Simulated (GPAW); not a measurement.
Crystal: C.

```xyz
8
Lattice="2.5221 0.0000 0.0000 -1.2611 2.1842 0.0000 0.0000 0.0000 8.2371" Properties=species:S:1:pos:R:3 pbc="T T T"
C     1.2611    0.7281    6.9501
C     0.0000    1.4561    2.8315
C     1.2611    0.7281    5.4056
C     0.0000    1.4561    1.2870
C     0.0000    0.0000    7.4649
C     0.0000    0.0000    3.3463
C     0.0000    0.0000    4.8908
C     0.0000    0.0000    0.7722
```

This is a hexagonal form of diamond, not graphite.

```yaml
Program: GPAW 26.7.0
Task: relaxation of cell and atoms
Functional: revPBE
Dispersion: D3(BJ)
Potentials_or_basis: the program's PAW data sets (release 1.2.1) made for this functional
Cutoff: 800 eV
Basis: pw
k_mesh: 7 × 7 × 2
Occupations: fermi-dirac, width 0.05 eV
Spin: no spin polarisation
```

At the start: pressure -4.5 GPa; volume 5.67 Å³/atom.

Problem. How do energy, volume and symmetry change on relaxing?

Solution. Over 7 steps the energy falls by 2.9 meV/atom and the volume is 5.61 Å³/atom (-1.1 %); space group P6_3/mmc (No. 194, to 0.05 Å).

The path:
```
step  energy change (eV)  largest force (eV/Å)  pressure (GPa)  volume (Å³)
   1              0.0000                0.3240           -4.47        45.38
   2             -0.0101                0.0855           -4.15        45.34
   3             -0.0138                0.0592           -3.54        45.27
   4             -0.0169                0.1304           -2.64        45.18
   5             -0.0214                0.1484           -0.86        44.99
   6             -0.0227                0.0727            0.06        44.90
   7             -0.0231                0.0111            0.16        44.89
```

Final structure:
```
CELL_PARAMETERS angstrom
2.50492 0.00000 0.00000
-1.25246 2.16932 0.00000
0.00000 0.00000 8.26043
ATOMIC_POSITIONS crystal
C 0.66667 0.33333 0.84446
C 0.33333 0.66667 0.34446
C 0.66667 0.33333 0.65554
C 0.33333 0.66667 0.15554
C 0.00000 0.00000 0.90705
C 0.00000 0.00000 0.40705
C 0.00000 0.00000 0.59295
C 0.00000 0.00000 0.09295
```

Caveat: the k mesh is coarse; later steps reuse the first step's grids.
